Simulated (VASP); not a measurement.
# SiC (Moissanite 3C) (F-43m) in VASP: settings compared

Aim: see how the results for SiC (Moissanite 3C) move with the level of theory and the settings. Levels: LDA, PBE, PBEsol, RPBE. Tasks: relaxation of cell and atoms.

Program: VASP 6.6.1. These are calculated values, not measurements. Logs are shortened: lines on timing, memory, paths and dates and some standing lists are left out, and cuts for length are marked.

## (1) The structure

The structure is cubic, space group F-43m (No. 216). Conventional cell: a = 4.358 Å, b = 4.358 Å, c = 4.358 Å, α = 90.00°, β = 90.00°, γ = 90.00°. Around Si (site symmetry -43m) lie 4 C at 1.89 Å. C (site symmetry -43m) is surrounded by 4 Si at 1.89 Å.

## (2) Relaxation of cell and atoms, LDA

Input file INCAR:

```
SYSTEM = SiC
PREC = Accurate ; ENCUT = 600
EDIFF = 1E-6 ; ISMEAR = -1
SIGMA = 0.05 ; LREAL = .FALSE.
LASPH = .TRUE. ; NELM = 60
ALGO = Normal ; ISIF = 3
LWAVE = .FALSE. ; LCHARG = .FALSE.
IBRION = 2 ; NSW = 60
EDIFFG = -0.01
```

Input file KPOINTS:

```
regular mesh
0
G
  10 10 10
  0 0 0
```

Input file POSCAR:

```
SiC
1.0
    0.0000000000      2.1790000000      2.1790000000
    2.1790000000      0.0000000000      2.1790000000
    2.1790000000      2.1790000000      0.0000000000
Si C
1 1
Direct
    0.0000000000      0.0000000000      0.0000000000
    0.7500000000      0.7500000000      0.7500000000
```

Potentials or basis: VASP PAW LDA potentials, release 64 (Si, C).

On the command line:

```bash
cat potpaw_LDA.64/Si/POTCAR potpaw_LDA.64/C/POTCAR > POTCAR
mpirun -np 1 vasp_std > vasp.out
```

OUTCAR:

```text
SYSTEM = SiC
   PREC = Accurate
   ENCUT = 600
   EDIFF = 1E-6
   ISMEAR = -1
   LREAL = .FALSE.
   LASPH = .TRUE.
   NELM = 60
   ISIF = 3
   IBRION = 2
   NSW = 60
   EDIFFG = -0.01

 ion  position               nearest neighbor table
   1  0.000  0.000  0.000-   2 1.89   2 1.89   2 1.89   2 1.89
   2  0.750  0.750  0.750-   1 1.89   1 1.89   1 1.89   1 1.89

  LATTYP: Found a face centered cubic cell.
 ALAT       =     4.3580000000

  Lattice vectors:

 A1 = (   0.0000000000,   2.1790000000,   2.1790000000)
 A2 = (   2.1790000000,   0.0000000000,   2.1790000000)
 A3 = (   2.1790000000,   2.1790000000,   0.0000000000)

Analysis of symmetry for initial positions (statically):
=====================================================================
 Subroutine PRICEL returns:
 Original cell was already a primitive cell.

 Routine SETGRP: Setting up the symmetry group for a
 face centered cubic supercell.

 Subroutine GETGRP returns: Found 24 space group operations
 (whereof 24 operations were pure point group operations)
 out of a pool of 48 trial point group operations.

The static configuration has the point symmetry T_d .

Analysis of symmetry for dynamics (positions and initial velocities):
=====================================================================
 Subroutine PRICEL returns:
 Original cell was already a primitive cell.

 Routine SETGRP: Setting up the symmetry group for a
 face centered cubic supercell.

 Subroutine GETGRP returns: Found 24 space group operations
 (whereof 24 operations were pure point group operations)
 out of a pool of 48 trial point group operations.

The dynamic configuration has the point symmetry T_d .

 Subroutine INISYM returns: Found 24 space group operations
 (whereof 24 operations are pure point group operations),
 and found     1 'primitive' translations

----------------------------------------------------------------------------------------

                                     Primitive cell

  volume of cell :      20.6920

  direct lattice vectors                    reciprocal lattice vectors
     0.000000000  2.179000000  2.179000000    -0.229463056  0.229463056  0.229463056
     2.179000000  0.000000000  2.179000000     0.229463056 -0.229463056  0.229463056
     2.179000000  2.179000000  0.000000000     0.229463056  0.229463056 -0.229463056

  length of vectors
     3.081571352  3.081571352  3.081571352     0.397441672  0.397441672  0.397441672

  position of ions in fractional coordinates (direct lattice)
     0.000000000  0.000000000  0.000000000
     0.750000000  0.750000000  0.750000000

  ion indices of the primitive-cell ions
   primitive index   ion index
                 1           1
                 2           2

----------------------------------------------------------------------------------------

 KPOINTS: regular mesh

Automatic generation of k-mesh.
 Grid dimensions read from file:
 generate k-points for:   10   10   10

 Generating k-lattice:

  Cartesian coordinates                     Fractional coordinates (reciprocal lattice)
    -0.022946306  0.022946306  0.022946306     0.100000000  0.000000000  0.000000000
     0.022946306 -0.022946306  0.022946306     0.000000000  0.100000000  0.000000000
     0.022946306  0.022946306 -0.022946306     0.000000000  0.000000000  0.100000000

  Length of vectors
     0.039744167  0.039744167  0.039744167

  Shift w.r.t. Gamma in fractional coordinates (k-lattice)
     0.000000000  0.000000000  0.000000000

 Subroutine IBZKPT returns following result:
 ===========================================

 Found     47 irreducible k-points:

 Following reciprocal coordinates:
            Coordinates               Weight
  0.000000  0.000000  0.000000      1.000000
  0.100000  0.000000  0.000000      8.000000
  0.200000  0.000000  0.000000      8.000000
  0.300000  0.000000  0.000000      8.000000
  0.400000  0.000000  0.000000      8.000000
  0.500000  0.000000  0.000000      4.000000
[... 16 lines left out ...]
  0.300000  0.300000  0.000000      6.000000
  0.400000  0.300000  0.000000     24.000000
 [... further k-points ...]
   k-points           NKPTS =     47   k-points in BZ     NKDIM =     47   number of bands    NBANDS=      8
   number of dos      NEDOS =    301   number of ions     NIONS =      2
   total plane-waves  NPLWV =  21952
   dimension x,y,z NGX =    28 NGY =   28 NGZ =   28
   dimension x,y,z NGXF=    56 NGYF=   56 NGZF=   56
   ions per type =               1   1
   NGX,Y,Z   is equivalent  to a cutoff of  15.11, 15.11, 15.11 a.u.
   NGXF,Y,Z  is equivalent  to a cutoff of  30.21, 30.21, 30.21 a.u.
 SYSTEM =  SiC
   PREC   = accura    normal or accurate (medium, high low for compatibility)
   ISTART =      0    job   : 0-new  1-cont  2-samecut
   ICHARG =      2    charge: 1-file 2-atom 10-const
   ISPIN  =      1    spin polarized calculation?
   LNONCOLLINEAR =      F non collinear calculations
   LSORBIT =      F    spin-orbit coupling
   LASPH  =      T    aspherical Exc in radial PAW
   ENCUT  =  600.0 eV  44.10 Ry    6.64 a.u.   6.15  6.15  6.15*2*pi/ulx,y,z
   NELM   =     60;   NELMIN=  2; NELMDL= -5     # of ELM steps
   EDIFF  = 0.1E-05   stopping-criterion for ELM
   LREAL  =      F    real-space projection
   EDIFFG = -.1E-01   stopping-criterion for IOM
   NSW    =     60    number of steps for IOM
   IBRION =      2    ionic relax: 0-MD 1-quasi-New 2-CG
   NFREE  =      1    steps in history (QN), initial steepest desc. (CG)
   ISIF   =      3    stress and relaxation
   ISYM   =      2    0-nonsym 1-usesym 2-fastsym
   POTIM  = 0.5000    time-step for ionic-motion
   TEBEG  =    0.0;   TEEND  =   0.0 temperature during run
   PSTRESS=    0.0 pullay stress
   NELECT =       8.0000    total number of electrons
   NUPDOWN=      -1.0000    fix difference up-down
   EMIN   =  10.00;   EMAX   =-10.00  energy-range for DOS
   EFERMI =   0.00;   METHOD = LEGACY
   ISMEAR =    -1;   SIGMA  =   0.05  broadening in eV -4-tet -1-fermi 0-gaus
   EFERMI_NEDOS =   21; number of points for ismear=-14 and -15
   IALGO  =     38    algorithm
   IMIX   =      4    mixing-type and parameters
     AMIX     =   0.40;   BMIX     =  1.00
     AMIX_MAG =   1.60;   BMIX_MAG =  1.00
  volume/ion in A,a.u.               =      10.35        69.82
  Fermi-wavevector in a.u.,A,eV,Ry     =   1.192626  2.253736 19.352338  1.422357
  Thomas-Fermi vector in A             =   2.328660
   LORBIT       =      0    0 simple, 1 ext, 2 COOP (PROOUT), +10 PAW based schemes
   GGA     = CA    functional components
   LHFCALC =     F    Hartree Fock is set to
   AEXX    =    0.0000 exact exchange contribution
   IVDW    =     0    specifies the selected vdW correction
   LEPSILON=     F    determine dielectric tensor
   LRPA    =     F    only Hartree local field effects (RPA)
 conjugate gradient relaxation of ions
 non-spin polarized calculation
  energy-cutoff  :      600.00
  volume of cell :       20.69
 maximum number of plane-waves:       701
 NGX is ok and might be reduce to    28
   NGX = 13   NGY = 13   NGZ = 13

--------------------------------------- Ionic step        1  -------------------------------------------

 number of electron       8.0000000 magnetization

 Free energy of the ion-electron system (eV)
  ---------------------------------------------------
  ext. energy  EPLUGINS =         0.00000000
  ---------------------------------------------------
  free energy    TOTEN  =       -16.63997383 eV

  energy without entropy =      -16.63997381  energy(sigma->0) =      -16.63997382

------------------------ aborting loop because EDIFF is reached ----------------------------------------

  FORCE on cell =-STRESS in cart. coord.  units (eV):
  Direction    XX          YY          ZZ          XY          YZ          ZX
  --------------------------------------------------------------------------------------
  -------------------------------------------------------------------------------------
  Total       -0.5395218     -0.5395218     -0.5395218     -0.0000000     -0.0000000     -0.0000000
  in kB      -41.7751370    -41.7751370    -41.7751370     -0.0000000     -0.0000000     -0.0000000
  external PRESSURE =     -41.7751370 kB  Pullay stress =       0.0000000 kB

 VOLUME and BASIS-vectors are now :
 -----------------------------------------------------------------------------
  energy-cutoff  :      600.00
  volume of cell :       20.69
      direct lattice vectors                 reciprocal lattice vectors
     0.000000000  2.179000000  2.179000000    -0.229463056  0.229463056  0.229463056
     2.179000000  0.000000000  2.179000000     0.229463056 -0.229463056  0.229463056
     2.179000000  2.179000000  0.000000000     0.229463056  0.229463056 -0.229463056
[... 37 lines left out ...]
 POSITION                                       TOTAL-FORCE (eV/Angst)
 -----------------------------------------------------------------------------------
      2.15064      2.15064     -0.00000         0.000000      0.000000      0.000000
      3.22596      3.22596      3.22596        -0.000000     -0.000000     -0.000000
 -----------------------------------------------------------------------------------
    total drift:                                0.000000      0.000000      0.000000

  FREE ENERGIE OF THE ION-ELECTRON SYSTEM (eV)
  ---------------------------------------------------
  free  energy   TOTEN  =       -16.6391113870 eV

  energy  without entropy=      -16.6391113484  energy(sigma->0) =      -16.63911137

--------------------------------------- Ionic step        3  -------------------------------------------

 number of electron       8.0000000 magnetization

 Free energy of the ion-electron system (eV)
  ---------------------------------------------------
  ext. energy  EPLUGINS =         0.00000000
  ---------------------------------------------------
  free energy    TOTEN  =       -16.64514539 eV

  energy without entropy =      -16.64514535  energy(sigma->0) =      -16.64514537

 E-fermi :   8.9420     XC(G=0): -11.6373

 val. band max:        8.2777797564   @ k =   0.0000   0.0000   0.0000
 cond. band min:       9.5667692643   @ k =   0.5000   0.5000   0.0000
 fundamental gap:      1.2889895080
 Fermi energy:         8.9419718470

 k-point     1 :       0.0000    0.0000    0.0000
  band No.  band energies     occupation
      1      -7.1865      2.00000
      2       8.2778      2.00000
      3       8.2778      2.00000
      4       8.2778      2.00000
      5      14.7931      0.00000
      6      15.6018      0.00000
      7      15.6018      0.00000
      8      15.6018      0.00000

 k-point     2 :       0.1000    0.0000    0.0000
  band No.  band energies     occupation
      1      -6.9875      2.00000
      2       7.2772      2.00000
      3       8.1428      2.00000
      4       8.1428      2.00000
      5      14.9656      0.00000
      6      15.8466      0.00000
      7      15.8466      0.00000
      8      15.9374      0.00000
[... 221 lines left out ...]
 k-point    23 :       0.3000    0.3000    0.0000
  band No.  band energies     occupation
      1      -4.8673      2.00000
      2       3.9671      2.00000
      3       5.8810      2.00000
      4       5.8810      2.00000
      5      11.4024      0.00000
      6      13.8467      0.00000
      7      19.8426      0.00000
      8      19.8426      0.00000

 k-point    24 :       0.4000    0.3000    0.0000
  band No.  band energies     occupation
      1      -3.9738      2.00000
      2       2.7223      2.00000
      3       5.0745      2.00000
      4       5.6158      2.00000
      5      11.0961      0.00000
      6      13.8590      0.00000
      7      19.9649      0.00000
      8      20.2352      0.00000

 [... further k-points ...]

------------------------ aborting loop because EDIFF is reached ----------------------------------------

  FORCE on cell =-STRESS in cart. coord.  units (eV):
  Direction    XX          YY          ZZ          XY          YZ          ZX
  --------------------------------------------------------------------------------------
  -------------------------------------------------------------------------------------
  Total       -0.0019859     -0.0019859     -0.0019859     -0.0000000     -0.0000000     -0.0000000
  in kB       -0.1567110     -0.1567110     -0.1567110     -0.0000000     -0.0000000     -0.0000000
  external PRESSURE =      -0.1567110 kB  Pullay stress =       0.0000000 kB

 VOLUME and BASIS-vectors are now :
 -----------------------------------------------------------------------------
  energy-cutoff  :      600.00
  volume of cell :       20.30
      direct lattice vectors                 reciprocal lattice vectors
    -0.000000000  2.165274987  2.165274987    -0.230917552  0.230917552  0.230917552
     2.165274987  0.000000000  2.165274987     0.230917552 -0.230917552  0.230917552
     2.165274987  2.165274987 -0.000000000     0.230917552  0.230917552 -0.230917552

 POSITION                                       TOTAL-FORCE (eV/Angst)
 -----------------------------------------------------------------------------------
      0.00000      0.00000      0.00000         0.000000      0.000000      0.000000
      3.24791      3.24791      3.24791        -0.000000     -0.000000     -0.000000
 -----------------------------------------------------------------------------------
    total drift:                                0.000000      0.000000      0.000000

  FREE ENERGIE OF THE ION-ELECTRON SYSTEM (eV)
  ---------------------------------------------------
  free  energy   TOTEN  =       -16.6451453870 eV

  energy  without entropy=      -16.6451453545  energy(sigma->0) =      -16.64514537

 reached required accuracy - stopping structural energy minimisation
```

It took 9.6 s on 1 thread of Intel Xeon 6975P-C (Granite Rapids), shared host; peak memory 0.14 GiB.

Results:

| Property | Result |
| --- | --- |
| Free energy | -16.6451 eV |
| Relaxed volume | 10.15 Å³/atom |
| Relaxed cell | a = 3.062 Å, b = 3.062 Å, c = 3.062 Å, α = 60.00°, β = 60.00°, γ = 60.00° |
| Space group after relaxing (to 0.05 Å) | F-43m (No. 216) |
| Energy gained by relaxing | 2.6 meV/atom |
| Ionic steps | 3 |
| Pressure after relaxing | 0.0 GPa |
| Band gap on the k mesh | 1.29 eV, indirect (least direct gap 4.52 eV) |

Step by step:
```csv
step,energy change (eV),largest force (eV/Å),pressure (GPa),volume (Å³)
1,0.0000,0.0000,-4.18,20.69
2,0.0009,0.0000,4.83,19.89
3,-0.0052,0.0000,-0.02,20.30
```

Final structure:
```cif
data_structure
_symmetry_space_group_name_H-M 'P 1'
_symmetry_Int_Tables_number 1
_cell_length_a 3.0622
_cell_length_b 3.0622
_cell_length_c 3.0622
_cell_angle_alpha 60.000
_cell_angle_beta 60.000
_cell_angle_gamma 60.000
_cell_volume 20.30
loop_
_atom_site_label
_atom_site_type_symbol
_atom_site_fract_x
_atom_site_fract_y
_atom_site_fract_z
_atom_site_occupancy
Si1 Si 0.00000 0.00000 0.00000 1
C1 C 0.75000 0.75000 0.75000 1
```

[end of part 1 of 2]
